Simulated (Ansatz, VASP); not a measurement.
# AlSi26C27 (Al_Si): VASP beside Ansatz, part 2 of 2

Aim: how closely do two programs agree when they are given the same cell, functional and k mesh? The structure shown is the start of the Ansatz relaxation below; VASP solves that cell, so the two are compared at the walk's first step.

VASP 6.6.1 and Ansatz 0.2.0.

So far: The starting structure; Ansatz: relaxation, r2SCAN.

## 3. VASP: single point, r2SCAN, start cell

Level of this step: r2SCAN, spin-polarised from a ferromagnetic start; plane waves and PAW (Si, C, Al) (VASP).

The same cell, functional and mesh now go to VASP, with its own data sets.

Lines of VASP's logs that name or quote its potential files are left out, and so is its time.

The input, INCAR:

```
SYSTEM = AlSi26C27
PREC = Accurate
ENCUT = 580
EDIFF = 1E-06
NELM = 200
ISMEAR = 0
SIGMA = 0.01
LREAL = Auto
ALGO = Normal
METAGGA = R2SCAN
LASPH = .TRUE.
NBANDS = 152
ISPIN = 2
MAGMOM = 0 0 0 0 0 0 0 0 0 -0 0 0 0 0 0 0 0 -0 0 -0 0 0 0 -0 0 0 0.01 0.01 0.01 0.01 0.01 0.01 0.01 0.01 0.08 0.04 0.01 0.03 0.01 0.01 0.09 0.02 0.06 0.02 0.01 0.01 0.05 0.01 0.01 0.01 0.04 0.01 0.03 0.01
LORBIT = 11
LWAVE = .FALSE.
LCHARG = .FALSE.
ISIF = 2
ISYM = 0
NUPDOWN = 1
GGA_COMPAT = .FALSE.
LMIXTAU = .TRUE.
KPAR = 4
```

The input, POSCAR:

```
AlSi26C27
1.0
    0.0000000000      6.5348887282      6.5348887282
    6.5348887282      0.0000000000      6.5348887282
    6.5348887282      6.5348887282      0.0000000000
Si C Al
26 27 1
Direct
    0.9958997007      0.0034627981      0.0041616623
    0.0004580797      0.9972537405      0.3393851972
    0.9965878531      0.0061667462      0.6636960751
    0.0058135649      0.3294857938      0.9970160165
    0.9970658261      0.3366660997      0.3375354335
    0.9975056959      0.3284103355      0.6709113471
    0.9954165249      0.6657335237      0.0060329260
    0.0038521696      0.6604074957      0.3336346785
    0.9956818699      0.6636230057      0.6690185069
    0.3342873293      0.9972886302      0.0058150187
    0.3374445368      0.0008363570      0.3346477027
    0.3377030722      0.0018734826      0.6664128773
    0.3361914168      0.3292177709      0.9965886948
    0.3361344915      0.3375147752      0.3277404695
    0.3316002139      0.3295046924      0.6658830289
    0.3362612726      0.6638123739      0.9953904341
    0.3358580523      0.6704691055      0.3271954717
    0.6721399067      0.9953219555      0.9978156476
    0.6702016181      0.0037947088      0.3312152800
    0.6727312710      0.9954640391      0.6658050628
    0.6607501183      0.3347757844      0.0046292295
    0.6719622449      0.3351438090      0.3307731149
    0.6681519275      0.3381374331      0.6661179220
    0.6607220382      0.6707062939      0.0025448023
    0.6689258504      0.6610245682      0.3322068807
    0.6700619830      0.6603788801      0.6668293342
    0.0788383738      0.0876656090      0.0865416419
    0.0822718676      0.0806643421      0.4231866241
    0.0835397545      0.0875687443      0.7438614798
    0.0803647196      0.4134447597      0.0896055808
    0.0810386408      0.4118252983      0.4217137605
    0.0803804811      0.4231598448      0.7473952049
    0.0797605012      0.7476151780      0.0829698902
    0.0871207642      0.7507446116      0.4184855494
    0.0837381511      0.7455587543      0.7559237357
    0.4163748785      0.0781285682      0.0832302618
    0.4218425309      0.0790679109      0.4136479001
    0.4101515131      0.0861707863      0.7526387525
    0.4178091033      0.4129360288      0.0801569884
    0.4137845513      0.4159145034      0.4138434658
    0.4119635562      0.4160289659      0.7559683425
    0.4210181098      0.7445931679      0.0816456901
    0.4103590913      0.7537202552      0.4188463054
    0.4116134355      0.7550018379      0.7520239754
    0.7465820311      0.0885314998      0.0794222399
    0.7551902879      0.0816192168      0.4115653092
    0.7443579688      0.0830271979      0.7508615225
    0.7523693523      0.4191496005      0.0767244893
    0.7441714316      0.4203503096      0.4198248224
    0.7477675907      0.4155639236      0.7468312320
    0.7447947781      0.7486398321      0.0846103160
    0.7455930319      0.7560141734      0.4167738141
    0.7499944840      0.7559376610      0.7487207057
    0.3394883360      0.6624854194      0.6664631459
```

The input, KPOINTS:

```
Points of the shifted mesh
8
Reciprocal
 0.2500000000  0.2500000000  0.2500000000 1
 0.2500000000  0.2500000000  0.7500000000 1
 0.2500000000  0.7500000000  0.2500000000 1
 0.2500000000  0.7500000000  0.7500000000 1
 0.7500000000  0.2500000000  0.2500000000 1
 0.7500000000  0.2500000000  0.7500000000 1
 0.7500000000  0.7500000000  0.2500000000 1
 0.7500000000  0.7500000000  0.7500000000 1
```

Potentials, in the order of the species: Si, C and Al (PBE family, release 64).

Command:

```
$ mpirun -np 8 vasp_std
```

Numbers of over 12 decimals in the logs are rounded to 6 here.

The program printed:

```text
[banner, memory and clock lines left out]
running    8 mpi-ranks, on    1 nodes
[...]
|                                                                             |
|           W    W    AA    RRRRR   N    N  II  N    N   GGGG   !!!           |
|           W    W   A  A   R    R  NN   N  II  NN   N  G    G  !!!           |
|           W    W  A    A  R    R  N N  N  II  N N  N  G       !!!           |
|           W WW W  AAAAAA  RRRRR   N  N N  II  N  N N  G  GGG   !            |
|           WW  WW  A    A  R   R   N   NN  II  N   NN  G    G                |
|           W    W  A    A  R    R  N    N  II  N    N   GGGG   !!!           |
|                                                                             |
|     For optimal performance we recommend to set                             |
|       NCORE = 2 up to number-of-cores-per-socket                            |
|     NCORE specifies how many cores store one orbital (NPAR=cpu/NCORE).      |
|     This setting can greatly improve the performance of VASP for DFT.       |
[...]
|                                                                             |
|     You enforced a specific xc type in the INCAR file but a different       |
|     [... a line on the potential file left out ...]
|     I HOPE YOU KNOW WHAT YOU ARE DOING!                                     |
|                                                                             |

 LDA part: xc-table for (None), standard interpolation
 POSCAR, INCAR and KPOINTS ok, starting setup
[...]
entering main loop
       N       E                     dE             d eps       ncg     rms          rms(c)
DAV:   1     0.569041403596E+03    0.56904E+03   -0.10749E+05  4864   0.144E+03
DAV:   2    -0.520839165686E+03   -0.10899E+04   -0.10300E+04  5968   0.246E+02
DAV:   3    -0.595438391710E+03   -0.74599E+02   -0.73705E+02  5984   0.593E+01
DAV:   4    -0.596958258531E+03   -0.15199E+01   -0.15147E+01  5968   0.931E+00
[...]
DAV:  20    -0.515855227050E+03   -0.78503E-05   -0.66636E-06  5320   0.655E-03    0.805E-03
DAV:  21    -0.515855230953E+03   -0.39033E-05   -0.24633E-06  3760   0.478E-03    0.403E-03
DAV:  22    -0.515855230668E+03    0.28482E-06   -0.30140E-07  3032   0.143E-03
   1 F= -.51585523E+03 E0= -.51585523E+03  d E =-.149524E-15  mag=     1.0000
```

Parts of OUTCAR (step 3):

```text
  FREE ENERGIE OF THE ION-ELECTRON SYSTEM (eV)
  ---------------------------------------------------
  free  energy   TOTEN  =      -515.8552306683 eV

  energy  without entropy=     -515.8552306683  energy(sigma->0) =     -515.85523067

 magnetization (x)
# of ion       s       p       d       tot
------------------------------------------
    1       -0.000  -0.000   0.000  -0.001
    2       -0.000  -0.000   0.000  -0.001
    3       -0.002   0.002   0.000  -0.001
    4       -0.000  -0.000   0.000  -0.001
    5       -0.001   0.001   0.000   0.000
    6       -0.001   0.001   0.000   0.001
    7       -0.002   0.000   0.000  -0.002
    8       -0.001   0.002   0.000   0.002
    9       -0.002  -0.002   0.000  -0.004
   10       -0.001  -0.001   0.000  -0.002
   11       -0.001  -0.001   0.000  -0.002
   12       -0.001  -0.000   0.000  -0.001
   13       -0.001  -0.001   0.000  -0.002
[...]
--------------------------------------------------
tot          0.011   0.588   0.000   0.598
```

SCAN-type functionals tend to overstate the moments of itinerant magnets.

## 4. Differences

Known differences besides the potentials themselves: VASP starts from the moments at which Ansatz ended; VASP keeps PBE cores, Ansatz makes them for the functional; fixed occupations in Ansatz, narrow Gaussian smearing in VASP; the cutoff is 500 eV in Ansatz and 580 eV in VASP (PREC = Accurate, projectors in real space). Total energies have different zeros and are not compared.

Forces on 8 of the 54 atoms, those with the largest forces and the largest differences (eV/Å; atoms numbered as in POSCAR):

```
atom          Ansatz x, y, z            VASP x, y, z
 Si9     0.817, 0.763, 2.019     0.840, 0.757, 2.006
Si23  -0.205, -1.070, -2.256  -0.167, -1.078, -2.236
Si25    2.509, -0.943, 0.371    2.523, -0.887, 0.363
 C35   1.440, -2.253, -1.344   1.363, -2.265, -1.329
 C41   -2.795, 0.865, -1.009   -2.801, 0.849, -0.992
 C43   -2.459, -0.880, 1.562   -2.487, -0.923, 1.612
 C44     0.124, 1.728, 1.470     0.088, 1.674, 1.489
Al54    0.884, -0.539, 0.104    0.947, -0.456, 0.058
```

The forces differ by 21 meV/Å r.m.s., which is 2.2 % of the r.m.s. force of 0.956 eV/Å (both taken over all components). Moments aren't recorded for both runs of this pair, so they may hold unlike magnetic states.

## 5. What came out

```yaml
r_m_s_force_difference_single_point_r2scan_start_cell: 2.2 % of the r.m.s. force
```

The r.m.s. force difference is 2.2 % of the r.m.s. force (single point, r2SCAN, start cell), within the 3 % picked in this series as the mark of a large difference. VASP runs on this material, other cells of it included, that failed, so that no pair exists: single point, r2SCAN (timeout). How closely two codes agree says nothing of how well the functional describes the real material.

[Lines on the potential files, build, host, timing and source positions are cut from VASP's logs without a mark.]

[Logs are printed without paths, hosts, clocks, repeated set-up lines and the standing remarks that a program may print on its own settings, such as how far it seeks lower states.]

[Hosts, paths, dates, database ids (printed as entryN), source tags and the programs' standing remarks are cut or masked in the printed files.]
